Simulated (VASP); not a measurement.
**HgS (zincblende), HSE06 single-point calculation: Ansatz's output and VASP's**

```
Hg S
1.0
     0.00000    2.96519    2.96519
     2.96519    0.00000    2.96519
     2.96519    2.96519    0.00000
Hg S
1 1
Direct
  0.00000 0.00000 0.00000
  0.25000 0.25000 0.25000
```

Ansatz printed

```
SCF 3 converged in 3 iterations: F = -14719.686972 eV  dr2 = 7.93e-9
  Residual-converged pass: ⟨swp⟩=2.9  Hψ=521  notcnv=0  max |occ|·‖R‖ = 2.4e-6 eV (tolerance 2.4e-6 eV)  dr2=7.93e-9  dr2_onsite=4.55e-10  max |Δocc| = 2.2e-15
hybrid outer 2: dexx = +2.972e-7 eV, tail = 3.44e-8 eV, Δε = 1.90e-3 eV (about 6.64e-5 eV left of the loop's levels)
NSCF: frozen V_eff on 6 k-points
hybrid SCF converged: 2 outer / 9 inner (+6 warm-up), last move |dexx| = 2.97e-7 eV, tail = 3.44e-8 eV
Stability not checked: this state was not tested for a lower state beside it, because the functional holds exact exchange (a hybrid, or Hartree-Fock), whose exchange loop this test does not read (fock_operator; see scf.lower_state_search)
Free energy (F): -14719.686972 eV
Frozen-core exchange: fock
Harris-Foulkes:  -14719.686972 eV  (|F-HF|=5.49e-9)
Internal energy: -14719.686971 eV  (E = F + TS)
E sigma→0 (E₀):  -14719.686972 eV
Entropy (-TS):   -0.000001 eV (-0.000 meV/atom)
Fermi energy:    7.308163 eV
--- Per-component energies (eV) ---
  E_band       = -562.918761
  E_kinetic    = 708.170313
  E_local      = -3490.132216  (includes V_loc(G=0)·N_el)
  E_nonlocal   = 104.121331
  E_hartree    = 1485.113379
  E_xc         = -252.667572
  E_vxc        = -276.461121  (∫ρ·V_xc dr)
  E_exx        = -88.991013  (= α·E_x^exact, valence–valence)
  E_paw        = -10522.809323  (= ΣΔE_a)
  E_vpaw       = -400.862290  (= ΣTr[D̂ρ^β])
  E_aug_tail   = 0.000954  (compensation charges beyond the density's cutoff)
  E_ewald      = -2660.567381
  E_core_change = -1.925442  (= ΣΔE_core)
  E_smearing   = -0.000001  (= −TS)
  E_closure    = -0.000001  (closes the sum)
  Σ components = -14719.686972   (vs F -14719.686972, Δ=0.00e0)
--- Forces (eV/Å), atoms counted from 1 ---
  atom   1  Hg     0.00000000    -0.00000000    -0.00000000
  atom   2  S     -0.00000000     0.00000000    -0.00000000
  max |Σ_I F_I| component: 1.57e-16 eV/Å
--- Stress (GPa, compression-positive) ---
       -0.220809       0.000000      -0.000000
       -0.000000      -0.220809       0.000000
        0.000000       0.000000      -0.220809
  P = ⅓ Tr σ = -0.2208 GPa (-2.208 kbar)
--- Band table (eV; the first three rows and the last of 16) ---
  k-point 0: bands = ["-111.5781", "-58.7981", "-58.7981", "-58.7981", "-7.1120", "-0.7277", "-0.7277", "-0.7277", "0.1175", "0.1175", "7.1153", "7.1153", "7.1153", "7.4790", "14.2239", "14.2239", "14.2239"]
  k-point 1: bands = ["-111.5782", "-58.7981", "-58.7981", "-58.7981", "-6.9818", "-0.6681", "-0.6681", "-0.6398", "0.1153", "0.1153", "5.1977", "6.8555", "6.8555", "8.9247", "13.6738", "14.5708", "14.5708"]
  k-point 2: bands = ["-111.5782", "-58.7981", "-58.7981", "-58.7980", "-6.7132", "-0.5668", "-0.5668", "-0.2082", "0.1428", "0.1428", "2.9950", "6.3663", "6.3663", "9.5927", "14.2161", "14.9432", "14.9432"]
  k-point 15: bands = ["-111.5782", "-58.7984", "-58.7980", "-58.7976", "-6.3991", "-0.3964", "-0.2512", "-0.0551", "0.1695", "0.7918", "1.9021", "4.4376", "4.7179", "11.8071", "12.6223", "15.9317", "16.1857"]
```

The two codes use different PAW datasets and cutoffs. VASP's cell holds 18 valence electrons and Ansatz's 26. Ansatz's stress includes a Pulay correction; VASP's doesn't.

What does VASP give for the same cell and level of theory?

gap between bands v and c 0.36 eV; least direct gap 0.36 eV; pressure 0.0 GPa.

From OUTCAR

```
k-points           NKPTS =     16   k-points in BZ     NKDIM =    216   number of bands    NBANDS=     16

   NELECT =      18.0000    total number of electrons

   dimension x,y,z NGX =    32 NGY =   32 NGZ =   32
   dimension x,y,z NGXF=    64 NGYF=   64 NGZF=   64

  energy-cutoff  :      520.00
  volume of cell :       52.14
      direct lattice vectors                 reciprocal lattice vectors
     0.000000000  2.965186305  2.965186305    -0.168623469  0.168623469  0.168623469
     2.965186305  0.000000000  2.965186305     0.168623469 -0.168623469  0.168623469
     2.965186305  2.965186305  0.000000000     0.168623469  0.168623469 -0.168623469

 k-points in reciprocal lattice and weights: KPOINTS created by Atomic Simulation Env
   0.00000000  0.00000000  0.00000000       0.005
   0.16666667  0.00000000  0.00000000       0.037
   0.33333333  0.00000000  0.00000000       0.037
   0.50000000  0.00000000  0.00000000       0.019
   0.16666667  0.16666667  0.00000000       0.028
   0.33333333  0.16666667  0.00000000       0.111
   0.50000000  0.16666667  0.00000000       0.111
  -0.33333333  0.16666667  0.00000000       0.111
   ...

 E-fermi :   1.3448

 k-point     1 :       0.0000    0.0000    0.0000
  band No.  band energies     occupation
      1     -13.0832      2.00000
      2      -6.6670      2.00000
      3      -6.6670      2.00000
      4      -6.6670      2.00000
      5      -5.8260      2.00000
      6      -5.8260      2.00000
      7       1.1513      1.99987
      8       1.1513      1.99987
      9       1.1513      1.99987
     10       1.5164      0.00038
     11       8.2702      0.00000
     12       8.2702      0.00000
     13       8.2702      0.00000
     14      12.1546      0.00000
     15      13.9476      0.00000
     16      13.9476      0.00000

 k-point     2 :       0.1667    0.0000    0.0000
  band No.  band energies     occupation
      1     -12.9526      2.00000
      2      -6.6075      2.00000
      3      -6.6075      2.00000
      4      -6.5812      2.00000
      5      -5.8280      2.00000
      6      -5.8280      2.00000
      7      -0.7729      2.00000
      8       0.8909      2.00000
      9       0.8909      2.00000
     10       2.9671      0.00000
     11       7.7297      0.00000
     12       8.6201      0.00000
     13       8.6201      0.00000
     14      13.0529      0.00000
     15      13.0529      0.00000
     16      13.2337      0.00000

 k-point     3 :       0.3333    0.0000    0.0000
  band No.  band energies     occupation
      1     -12.6827      2.00000
      2      -6.5067      2.00000
      3      -6.5067      2.00000
      4      -6.1550      2.00000
      5      -5.8004      2.00000
      6      -5.8004      2.00000
      7      -2.9760      2.00000
      8       0.4020      2.00000
      9       0.4020      2.00000
     10       3.6299      0.00000
     11       8.2849      0.00000
     12       8.9900      0.00000
     13       8.9900      0.00000
     14      12.5279      0.00000
     15      13.3281      0.00000
     16      13.3281      0.00000

 k-point     4 :       0.5000    0.0000    0.0000
  band No.  band energies     occupation
      1     -12.5439      2.00000
      2      -6.4698      2.00000
      3      -6.4698      2.00000
      4      -5.7652      2.00000
      5      -5.7652      2.00000
      6      -5.4210      2.00000
      7      -4.4355      2.00000
      8       0.1665      2.00000
      9       0.1665      2.00000
     10       3.6819      0.00000
     11       8.9976      0.00000
     12       8.9976      0.00000
     13       9.1517      0.00000
     14      12.4134      0.00000
     15      14.5693      0.00000
     16      14.5693      0.00000

 k-point     5 :       0.1667    0.1667    0.0000
  band No.  band energies     occupation
      1     -12.9091      2.00000
      2      -6.6350      2.00000
      3      -6.5460      2.00000
      4      -6.5460      2.00000
      5      -5.8700      2.00000
      6      -5.7917      2.00000
      7      -0.7685      2.00000
      8       0.4959      2.00000
      9       0.4959      2.00000
     10       3.5396      0.00000
     11       6.9732      0.00000
     12       9.0774      0.00000
     13       9.0774      0.00000
     14      11.5261      0.00000
     15      13.9792      0.00000
     16      14.4765      0.00000

 k-point     6 :       0.3333    0.1667    0.0000
  band No.  band energies     occupation
      1     -12.6848      2.00000
      2      -6.5236      2.00000
      3      -6.4250      2.00000
      4      -6.3168      2.00000
      5      -5.8467      2.00000
      6      -5.7602      2.00000
      7      -2.3691      2.00000
      8      -0.0826      2.00000
      9      -0.0322      2.00000
     10       4.4394      0.00000
     11       6.9399      0.00000
     12       9.1147      0.00000
     13       9.6840      0.00000
     14      11.7509      0.00000
     15      14.0160      0.00000
     16      14.7011      0.00000

 ...

  Total        0.0019842      0.0019842      0.0019842      0.0000000      0.0000000      0.0000000
  in kB        0.0609693      0.0609693      0.0609693      0.0000000      0.0000000      0.0000000
  external PRESSURE =       0.0609693 kB  Pullay stress =       0.0000000 kB

 POSITION                                       TOTAL-FORCE (eV/Angst)
 -----------------------------------------------------------------------------------
      0.00000      0.00000      0.00000         0.000000      0.000000      0.000000
      1.48259      1.48259      1.48259        -0.000000     -0.000000     -0.000000
 -----------------------------------------------------------------------------------
    total drift:                                0.000009      0.000006      0.000004

  FREE ENERGIE OF THE ION-ELECTRON SYSTEM (eV)
  ---------------------------------------------------
  free  energy   TOTEN  =        -5.8877004984 eV

  energy  without entropy=       -5.8876997925  energy(sigma->0) =       -5.88770015
```
